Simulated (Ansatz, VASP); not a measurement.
# Sb (dimer Sb chain) in two plane-wave programs, part 2 of 2

Wanted: the spread between two codes on one cell, functional and k mesh. The structure shown is the start of the Ansatz relaxation below; VASP solves that cell, so the two are compared at the walk's first step.

VASP 6.6.1 and Ansatz 0.2.0.

So far. Step 4 (Comparison): The forces differ by 50 meV/Å r.m.s., which is 2.1 % of the r.m.s. force of 2.390 eV/Å (both taken over all components). Step 7 (Side by side): The forces differ by 96 meV/Å r.m.s., which is 4.4 % of the r.m.s. force of 2.192 eV/Å (both taken over all components). Moments aren't recorded for both runs of this pair, so they may hold unlike magnetic states.

### Step 8. Ansatz: relaxation, PBEsol

Level of this step: Ansatz beside VASP: Kohn-Sham DFT, plane waves, PBEsol (Ansatz).

The two programs are compared at the cell with which this relaxation starts, whose forces are those of its first step.

The structure compared here is the start of the Ansatz relaxation; VASP solves that cell, so the two are compared at the walk's first step.

input.yaml reads:

```yaml
crystal:
  lattice:
    - [7.5, 0.0, 0.0]
    - [0.0, 7.5, 0.0]
    - [0.0, 0.0, 5.282]
  atoms:
    - { symbol: Sb, position: [0.5, 0.5, 0.0], spin: 0.3 }
    - { symbol: Sb, position: [0.5, 0.5, 0.45], spin: 0.3 }
magnetization:
  spin_polarized: true
kpoints:
  mp_grid: { grid: [1, 1, 16] }
scf:
  occupations: { method: fermi_dirac, width: 0.05 }
hamiltonian:
  xc: pbesol
relax:
  cell: { fix: [a, b, alpha, beta, gamma] }
  max_steps: 60
```

Started as:

```console
ansatz run input.yaml --threads 4 --pin off --max-ram 8192MiB --backend cpu --events-out ev --progress --plain --runs-dir out
```

Numbers of over 12 decimals in the logs are rounded to 6 here.

Log:

```text
[...]
Crystal: 2 atoms, lattice volume = 297.113 Å³
Basis set: ecut = 420 eV, 5833 PW (Γ), exchange–correlation on 108×108×72 points (8 copies of the dense FFT grid, shifted against one another)
Bands: 20, of which v1, the nominal top of the filled ones, is band 15 counted from 1 (14 counted from 0)
Symmetry: 16 space group operations
[...]
0.000000       0.205851       0.000000
        0.000000       0.000000      -0.004554
  P = ⅓ Tr σ = 0.1357 GPa (1.357 kbar)
--- Relaxed structure (5 steps of the walk, 5 accepted, 1 SCFs on fresh bases) ---
[...]
cell:  # Å, volume = 301.5162 Å³
    - [7.5, 0.0, 0.0]
    - [0.0, 7.5, 0.0]
    - [0.0, 0.0, 5.360288]
  atoms:
    - { symbol: Sb, position: [0.5, 0.5, -0.025007] }
    - { symbol: Sb, position: [0.5, 0.5, 0.475007] }
[key lines of the parts left out:]
SCF converged after 5 iterations
Magnetization: 0.0000 μB (15.0000 up, 15.0000 down)
Free energy (F): -12813.438771 eV
Fermi energy:    -2.015713 eV
```

### Step 9. VASP: single point, PBEsol, start cell

The same cell, functional, mesh and smearing now go to VASP, with its own data sets.

INCAR reads:

```
SYSTEM = Sb
PREC = Accurate
ENCUT = 400
EDIFF = 1E-06
NELM = 200
ISMEAR = -1
SIGMA = 0.05
LREAL = .FALSE.
ALGO = Normal
GGA = PS
NBANDS = 12
ISPIN = 2
MAGMOM = 0 0
LORBIT = 11
LWAVE = .FALSE.
LCHARG = .FALSE.
ISIF = 2
LASPH = .TRUE.
GGA_COMPAT = .FALSE.
KPAR = 2
```

POSCAR reads:

```
Sb
1.0
    7.5000000000      0.0000000000      0.0000000000
    0.0000000000      7.5000000000      0.0000000000
    0.0000000000      0.0000000000      5.2820000000
Sb
2
Direct
    0.5000000000      0.5000000000      0.0000000000
    0.5000000000      0.5000000000      0.4500000000
```

KPOINTS reads:

```
Automatic mesh
0
Gamma
1 1 16
0 0 0
```

Potentials, in the order of the species: Sb (PBE family, release 64).

Started as:

```console
mpirun -np 2 vasp_std
```

Log:

```text
[banner, memory and clock lines left out]
running    2 mpi-ranks, on    1 nodes
[...]
|                                                                             |
|               ----> ADVICE to this user running VASP <----                  |
|                                                                             |
|     You enforced a specific xc type in the INCAR file but a different       |
|     [... a line on the potential file left out ...]
|     I HOPE YOU KNOW WHAT YOU ARE DOING!                                     |
|                                                                             |

 LDA part: xc-table for (Slater+PW92), standard interpolation
 POSCAR, INCAR and KPOINTS ok, starting setup
[...]
entering main loop
       N       E                     dE             d eps       ncg     rms          rms(c)
DAV:   1     0.428674749522E+02    0.42867E+02   -0.23844E+03   432   0.425E+02
DAV:   2    -0.202246753056E+01   -0.44890E+02   -0.43385E+02   612   0.834E+01
DAV:   3    -0.597412216547E+01   -0.39517E+01   -0.39206E+01   560   0.275E+01
DAV:   4    -0.607248010495E+01   -0.98358E-01   -0.97886E-01   500   0.546E+00
[...]
DAV:  14    -0.591818743979E+01   -0.27966E-04   -0.49782E-06   472   0.126E-02    0.279E-03
DAV:  15    -0.591819181615E+01   -0.43764E-05   -0.84104E-07   544   0.406E-03    0.212E-03
DAV:  16    -0.591819272754E+01   -0.91139E-06   -0.81127E-08   468   0.140E-03
   1 F= -.59181927E+01 E0= -.59081029E+01  d E =-.201797E-01  mag=    -0.0000
```

Parts of OUTCAR (step 9):

```text
  Total        0.3598122      0.3598122      8.6746005     -0.0000000      0.0000000      0.0000000
  in kB        1.9402850      1.9402850     46.7777301     -0.0000000      0.0000000      0.0000000
  external PRESSURE =      16.8861000 kB  Pullay stress =       0.0000000 kB

 POSITION                                       TOTAL-FORCE (eV/Angst)
 -----------------------------------------------------------------------------------
      3.75000      3.75000      0.00000         0.000000      0.000000     -3.974414
      3.75000      3.75000      2.37690         0.000000     -0.000000      3.974414
 -----------------------------------------------------------------------------------
    total drift:                                0.000000     -0.000000     -0.000009

  FREE ENERGIE OF THE ION-ELECTRON SYSTEM (eV)
  ---------------------------------------------------
  free  energy   TOTEN  =        -5.9181927275 eV

  energy  without entropy=       -5.8980129974  energy(sigma->0) =       -5.90810286

 magnetization (x)
# of ion       s       p       d       tot
------------------------------------------
    1        0.000  -0.000   0.000   0.000
    2        0.000  -0.000   0.000   0.000
--------------------------------------------------
tot          0.000  -0.000   0.000   0.000

[... 2 parts as in an earlier step ...]

[... 1 further part left out ...]
[key lines of the parts left out:]
E-fermi :  -2.1568
```

### Step 10. Comparison

What differs besides the data sets and the points named for the pairs above, as far as they apply: the data sets hold 30 valence electrons in Ansatz (on its default PAW (the set named soft_2) files) and 10 in VASP; Ansatz makes its cores anew for this functional, VASP keeps those of its PBE data sets. Total energies have different zeros and are not compared.

Forces (eV/Å; atoms numbered as in POSCAR):

```tsv
atom	Ansatz x, y, z	VASP x, y, z
Sb1	0.000, 0.000, -3.837	0.000, 0.000, -3.974
Sb2	0.000, 0.000, 3.837	0.000, 0.000, 3.974
```

The forces differ by 79 meV/Å r.m.s., which is 3.5 % of the r.m.s. force of 2.295 eV/Å (both taken over all components). Moments aren't recorded for both runs of this pair, so they may hold unlike magnetic states.

### Step 11. What came out

| Property | Result |
| --- | --- |
| r.m.s. force difference (single point, PBE, start cell) | 2.1 % of the r.m.s. force |
| r.m.s. force difference (single point, LDA, start cell) | 4.4 % of the r.m.s. force |
| r.m.s. force difference (single point, PBEsol, start cell) | 3.5 % of the r.m.s. force |

The r.m.s. force difference is 4.4 % of the r.m.s. force (single point, LDA, start cell), beyond the 3 % picked in this series as the mark of a large difference. The data sets hold unlike numbers of valence electrons (30 in Ansatz and 10 in VASP), so part of the differences comes from the potentials. What causes the difference of the single point, LDA, start cell pair stays open here. What causes the difference of the single point, PBEsol, start cell pair stays open here. 5 further runs of this series are not shown here. Such differences can come from data sets, numerical settings and the points named under the comparisons, not from the functional's error against experiment.

[Lines on the potential files, build, host, timing and source positions are cut from VASP's logs without a mark.]

[Logs are printed without paths, hosts, clocks, repeated set-up lines and the standing remarks that a program may print on its own settings, such as how far it seeks lower states.]

[Hosts, paths, dates, database ids (printed as entryN), source tags and the programs' standing remarks are cut or masked in the printed files.]
